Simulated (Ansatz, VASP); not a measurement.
# S in VASP and in Ansatz

```
CELL_PARAMETERS angstrom
2.58029 0.00000 0.00000
0.00000 2.58029 0.00000
0.00000 0.00000 2.58029
ATOMIC_POSITIONS crystal
S 0.00000 0.00000 0.00000
```

Alike in both runs: task electric field gradients; functional LDA; k mesh 16 × 16 × 16; occupations fermi-dirac, width 0.08 eV; no spin polarisation.

|  | VASP | Ansatz |
| --- | --- | --- |
| version | VASP 6.6.1 | Ansatz 0.2.0 |
| potentials or method | VASP PAW LDA potentials, release 64 (S) | PAW with Ansatz's default frozen-core files, scalar-relativistic |
| plane-wave cutoff (eV) | 520 | 420 |
| valence electrons in the cell | 6 | 6 |

|  | VASP | Ansatz | Ansatz less VASP |
| --- | --- | --- | --- |
| pressure (GPa) | -5.6 | -5.6 | 0.00 |
| Vzz of the field gradient on the site that differs most (V/Å²) | 0.0 | 0.0 | 0.00 |
